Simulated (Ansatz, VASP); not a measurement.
# Cross-check of BH2N (BN wire along [110], 8 atoms a period, H-terminated) between VASP and Ansatz

One calculation is typed for both programs; each brings its own data sets. How far apart do they land? The cell is taken from a series of runs on this material, whose earlier steps may have relaxed, scaled, displaced or heated it; both programs get it as it stands.

Calculated with Ansatz 0.2.0; plane waves, with VASP 6.6.1 beside it; single point at HSE06.

**1. The starting structure**

The cell holds 16 atoms: 8 H, 4 B and 4 N. Cell: a = 12.648 Å, b = 11.326 Å, c = 2.626 Å, α = 90.0°, β = 90.0°, γ = 90.0°. Vacuum lies along a and b. The structure's axis is c.

Structure file:

```cif
data_structure
_symmetry_space_group_name_H-M 'P 1'
_symmetry_Int_Tables_number 1
_cell_length_a 12.6480
_cell_length_b 11.3260
_cell_length_c 2.6262
_cell_angle_alpha 90.000
_cell_angle_beta 90.000
_cell_angle_gamma 90.000
_cell_volume 376.21
loop_
_atom_site_label
_atom_site_type_symbol
_atom_site_fract_x
_atom_site_fract_y
_atom_site_fract_z
_atom_site_occupancy
H1 H 0.41688 0.29562 0.00000 1
H2 H 0.26871 0.58977 0.50000 1
H3 H 0.26871 0.41026 0.50000 1
H4 H 0.58119 0.68716 0.50000 1
H5 H 0.58119 0.31287 0.50000 1
H6 H 0.41688 0.70441 0.00000 1
H7 H 0.73472 0.57226 0.00000 1
H8 H 0.73472 0.42778 0.00000 1
B9 B 0.46312 0.38857 0.00000 1
B10 B 0.32118 0.50002 0.50000 1
B11 B 0.61021 0.50002 0.50000 1
B12 B 0.46312 0.61147 0.00000 1
N13 N 0.54055 0.60878 0.50000 1
N14 N 0.54055 0.39125 0.50000 1
N15 N 0.39647 0.50002 0.00000 1
N16 N 0.68557 0.50002 0.00000 1
```

**2. VASP: single point, HSE06**

A single point gives forces, pressure and levels at one fixed geometry, so differences don't come from the geometry; what else differs is listed under the comparison.

Lines of VASP's logs that name or quote its potential files are left out, and so is its time.

The run reads the wave functions of an earlier VASP run, which isn't shown here.

Input file INCAR:

```
SYSTEM = BH2N
PREC = Accurate
ENCUT = 520
EDIFF = 1E-06
NELM = 100
ISMEAR = -1
SIGMA = 0.05
LREAL = .FALSE.
ALGO = Normal
LHFCALC = .TRUE.
AEXX = 0.25
GGA = PE
HFSCREEN = 0.208
LASPH = .TRUE.
NBANDS = 36
PRECFOCK = Fast
LORBIT = 11
LWAVE = .FALSE.
LCHARG = .FALSE.
ISIF = 2
```

Input file POSCAR:

```
BH2N
1.0
   12.6480000000      0.0000000000      0.0000000000
    0.0000000000     11.3260000000      0.0000000000
    0.0000000000      0.0000000000      2.6262097145
H B N
8 4 4
Direct
    0.4168833050      0.2956195400      0.0000000000
    0.2687144110      0.5897732960      0.5000000000
    0.2687144110      0.4102610860      0.5000000000
    0.5811912510      0.6871600750      0.5000000000
    0.5811912510      0.3128743060      0.5000000000
    0.4168833050      0.7044148420      0.0000000000
    0.7347235060      0.5722557180      0.0000000000
    0.7347235060      0.4277786640      0.0000000000
    0.4631201680      0.3885681470      0.0000000000
    0.3211777060      0.5000171910      0.5000000000
    0.6102118820      0.5000171910      0.5000000000
    0.4631201680      0.6114662350      0.0000000000
    0.5405468350      0.6087834010      0.5000000000
    0.5405468350      0.3912509810      0.5000000000
    0.3964704460      0.5000171910      0.0000000000
    0.6855715750      0.5000171910      0.0000000000
```

Input file KPOINTS:

```
Automatic mesh
0
Gamma
1 1 12
0 0 0
```

PAW data sets: H, B and N (PBE family, release 64).

Run with:

```
export OMP_NUM_THREADS=3
mpirun -np 1 vasp_std
```

Numbers of over 12 decimals in the logs are rounded to 6 here.

Output:

```text
[banner, memory and clock lines left out]
running    1 mpi-ranks, on    1 nodes
 distrk:  each k-point on    1 cores,    1 groups
 distr:  one band on    1 cores,    1 groups
 Offloading initialized ...    1 GPUs detected
 POSCAR found type information on POSCAR H B N
 POSCAR found :  3 types and      16 ions
 LDA part: xc-table for (Slater+PW92), standard interpolation
 found WAVECAR, reading the header
 POSCAR, INCAR and KPOINTS ok, starting setup
 FFT: planning ... GRIDC
 FFT: planning ... GRID_SOFT
 FFT: planning ... GRID
 reading WAVECAR
 the WAVECAR file was read successfully
 initial charge from wavefunction
 entering main loop
       N       E                     dE             d eps       ncg     rms          rms(c)
DAV:   1    -0.110358395652E+03   -0.11036E+03   -0.11378E+00   636   0.627E+00    0.904E-01
DAV:   2    -0.110366019869E+03   -0.76242E-02   -0.39590E-02   640   0.971E-01    0.602E-01
DAV:   3    -0.110363195209E+03    0.28247E-02   -0.21940E-03   696   0.254E-01    0.346E-01
DAV:   4    -0.110362158747E+03    0.10365E-02   -0.11168E-03   656   0.157E-01    0.199E-01
DAV:   5    -0.110361727694E+03    0.43105E-03   -0.19656E-04   600   0.772E-02    0.115E-01
DAV:   6    -0.110361506273E+03    0.22142E-03   -0.61209E-05   572   0.478E-02    0.666E-02
DAV:   7    -0.110361394269E+03    0.11200E-03   -0.33310E-05   580   0.354E-02    0.386E-02
DAV:   8    -0.110361338606E+03    0.55663E-04   -0.16099E-05   580   0.255E-02    0.242E-02
DAV:   9    -0.110361314906E+03    0.23699E-04   -0.95232E-06   588   0.194E-02    0.163E-02
DAV:  10    -0.110361310514E+03    0.43923E-05   -0.50658E-06   580   0.145E-02    0.120E-02
DAV:  11    -0.110361317915E+03   -0.74013E-05   -0.30991E-06   500   0.115E-02    0.944E-03
DAV:  12    -0.110361332527E+03   -0.14612E-04   -0.21825E-06   476   0.957E-03    0.774E-03
DAV:  13    -0.110361351230E+03   -0.18704E-04   -0.17118E-06   480   0.811E-03    0.657E-03
DAV:  14    -0.110361371407E+03   -0.20176E-04   -0.11645E-06   464   0.678E-03    0.564E-03
[...]
DAV:  35    -0.110361607709E+03   -0.26739E-05   -0.15357E-08   488   0.542E-04    0.523E-04
DAV:  36    -0.110361610020E+03   -0.23111E-05   -0.12740E-08   468   0.484E-04    0.472E-04
DAV:  37    -0.110361612010E+03   -0.19903E-05   -0.10574E-08   488   0.436E-04    0.426E-04
DAV:  38    -0.110361613709E+03   -0.16985E-05   -0.87379E-09   468   0.390E-04    0.384E-04
DAV:  39    -0.110361615156E+03   -0.14475E-05   -0.72578E-09   464   0.350E-04    0.347E-04
DAV:  40    -0.110361616378E+03   -0.12216E-05   -0.60808E-09   468   0.314E-04    0.313E-04
DAV:  41    -0.110361617390E+03   -0.10116E-05   -0.50824E-09   452   0.280E-04    0.283E-04
DAV:  42    -0.110361618224E+03   -0.83471E-06   -0.43013E-09   476   0.252E-04
   1 F= -.11036162E+03 E0= -.11036162E+03  d E =-.255513E-10
```

Parts of OUTCAR (step 2):

```text
ion  position               nearest neighbor table
   1  0.417  0.296  0.000-   9 1.20
   2  0.269  0.590  0.500-  10 1.21
   3  0.269  0.410  0.500-  10 1.21
   4  0.581  0.687  0.500-  13 1.03
   5  0.581  0.313  0.500-  14 1.03
   6  0.417  0.704  0.000-  12 1.20
   7  0.735  0.572  0.000-  16 1.03
   8  0.735  0.428  0.000-  16 1.03
   9  0.463  0.389  0.000-   1 1.20  15 1.52  14 1.64  14 1.64
  10  0.321  0.500  0.500-   2 1.21   3 1.21  15 1.62  15 1.62
  11  0.610  0.500  0.500-  13 1.51  14 1.51  16 1.62  16 1.62
  12  0.463  0.611  0.000-   6 1.20  15 1.52  13 1.64  13 1.64
  13  0.541  0.609  0.500-   4 1.03  11 1.51  12 1.64  12 1.64
  14  0.541  0.391  0.500-   5 1.03  11 1.51   9 1.64   9 1.64
  15  0.396  0.500  0.000-   9 1.52  12 1.52  10 1.62  10 1.62
  16  0.686  0.500  0.000-   8 1.03   7 1.03  11 1.62  11 1.62

  LATTYP: Found a simple orthorhombic cell.
 ALAT       =     2.6262097145
 B/A-ratio  =     4.3126791960
 C/A-ratio  =     4.8160662609

 Subroutine GETGRP returns: Found  4 space group operations
 (whereof  2 operations were pure point group operations)

The static configuration has the point symmetry C_1h.
 The point group associated with its full space group is C_2v.

 Found      7 irreducible k-points:

   k-points           NKPTS =      7   k-points in BZ     NKDIM =     12   number of bands    NBANDS=     36

   dimension x,y,z NGX =    96 NGY =   84 NGZ =   20
   dimension x,y,z NGXF=   192 NGYF=  168 NGZF=   40

   ENCUT  =  520.0 eV  38.22 Ry    6.18 a.u.  23.52 21.06  4.88*2*pi/ulx,y,z

   NELECT =      40.0000    total number of electrons

 k-points in reciprocal lattice and weights: Automatic mesh
   0.00000000  0.00000000  0.00000000       0.083
   0.00000000  0.00000000  0.08333333       0.167
   0.00000000  0.00000000  0.16666667       0.167
   0.00000000  0.00000000  0.25000000       0.167
   0.00000000  0.00000000  0.33333333       0.167
   0.00000000  0.00000000  0.41666667       0.167
   0.00000000  0.00000000  0.50000000       0.083

  exchange ACFDT corr.  =         0.00000000  see jH, gK, PRB 81, 115126

 average (electrostatic) potential at core
       1 -32.6455       2 -31.0046       3 -31.0046       4 -38.4304       5 -38.4304
       6 -32.6455       7 -40.4551       8 -40.4551       9 -30.9115      10 -28.5479
      11 -33.7105      12 -30.9115      13 -66.8380      14 -66.8380      15 -64.3343
      16 -69.3517

 E-fermi :  -2.2756

 k-point     1 :       0.0000    0.0000    0.0000
  band No.  band energies     occupation
    ...
     16      -5.9611      2.00000
     17      -5.5938      2.00000
     18      -4.3008      2.00000
     19      -4.0373      2.00000
     20      -3.6390      2.00000
     21      -0.9423      0.00000
     22      -0.0676      0.00000
     23       0.5233      0.00000
     24       1.8495      0.00000
     25       1.9082      0.00000
    ...

 k-point     2 :       0.0000    0.0000    0.0833
  band No.  band energies     occupation
    ...
     16      -5.9552      2.00000
     17      -5.5357      2.00000
     18      -4.5106      2.00000
     19      -4.2436      2.00000
     20      -3.6141      2.00000
     21      -0.8301      0.00000
     22       0.0562      0.00000
     23       0.6723      0.00000
     24       1.9950      0.00000
     25       2.0333      0.00000
    ...

 k-point     3 :       0.0000    0.0000    0.1667
  band No.  band energies     occupation
    ...
     16      -6.1924      2.00000
     17      -5.4304      2.00000
     18      -5.2971      2.00000
     19      -4.2951      2.00000
     20      -3.5623      2.00000
     21      -0.5132      0.00000
     22       0.4237      0.00000
     23       1.0869      0.00000
     24       2.3851      0.00000
     25       2.4216      0.00000
    ...

  Total       -3.4001386     -2.5982689     -2.4537561      0.0000000      0.0000000      0.0000000
  in kB      -14.4803610    -11.0653935    -10.4499486      0.0000000      0.0000000      0.0000000
  external PRESSURE =     -11.9985677 kB  Pullay stress =       0.0000000 kB

  energy-cutoff  :      520.00
  volume of cell :      376.21
      direct lattice vectors                 reciprocal lattice vectors
    12.648000000  0.000000000  0.000000000     0.079063884  0.000000000  0.000000000
     0.000000000 11.326000000  0.000000000     0.000000000  0.088292425  0.000000000
     0.000000000  0.000000000  2.626209714     0.000000000  0.000000000  0.380776902

 POSITION                                       TOTAL-FORCE (eV/Angst)
 -----------------------------------------------------------------------------------
      5.27274      3.34819      0.00000         0.061727      0.091718      0.000000
      3.39870      6.67977      1.31310         0.066272     -0.078295      0.000000
      3.39870      4.64662      1.31310         0.066272      0.078295      0.000000
      7.35091      7.78278      1.31310        -0.194942     -0.332408      0.000000
      7.35091      3.54361      1.31310        -0.194942      0.332408      0.000000
      5.27274      7.97820      0.00000         0.061727     -0.091718      0.000000
      9.29278      6.48137      0.00000        -0.243041     -0.304659      0.000000
      9.29278      4.84502      0.00000        -0.243041      0.304659      0.000000
      5.85754      4.40092      0.00000         0.012822      0.154013      0.000000
      4.06226      5.66319      1.31310         0.127700      0.000000      0.000000
      7.71796      5.66319      1.31310        -0.120708      0.000000      0.000000
      5.85754      6.92547      0.00000         0.012822     -0.154013      0.000000
      6.83684      6.89508      1.31310         0.152731      0.128003      0.000000
      6.83684      4.43131      1.31310         0.152731     -0.128003      0.000000
      5.01456      5.66319      0.00000         0.080037      0.000000      0.000000
      8.67111      5.66319      0.00000         0.201833      0.000000      0.000000
 -----------------------------------------------------------------------------------
    total drift:                               -0.000589      0.000007      0.000000

  FREE ENERGIE OF THE ION-ELECTRON SYSTEM (eV)
  ---------------------------------------------------
  free  energy   TOTEN  =      -110.3616182242 eV

  energy  without entropy=     -110.3616182242  energy(sigma->0) =     -110.36161822

 total charge
# of ion       s       p       d       tot
------------------------------------------
    1        0.633   0.020   0.000   0.653
    2        0.627   0.019   0.000   0.646
    3        0.627   0.019   0.000   0.646
    4        0.646   0.081   0.000   0.726
    5        0.646   0.081   0.000   0.726
    6        0.633   0.020   0.000   0.653
    7        0.638   0.081   0.000   0.718
    8        0.638   0.081   0.000   0.718
    9        0.692   1.298   0.000   1.989
   10        0.686   1.301   0.000   1.987
   11        0.682   1.334   0.000   2.015
   12        0.692   1.298   0.000   1.989
   13        1.227   2.740   0.000   3.967
   14        1.227   2.740   0.000   3.967
   15        1.214   2.737   0.000   3.951
   16        1.233   2.749   0.000   3.982
--------------------------------------------------
tot         12.738  16.598   0.000  29.336

[... 3 further parts left out ...]
```

(Continued in part 2 of 2.)

[Lines on the potential files, build, host, timing and source positions are cut from VASP's logs without a mark.]

[Logs are printed without paths, hosts, clocks, repeated set-up lines and the standing remarks that a program may print on its own settings, such as how far it seeks lower states.]

[Hosts, paths, dates, database ids (printed as entryN), source tags and the programs' standing remarks are cut or masked in the printed files.]
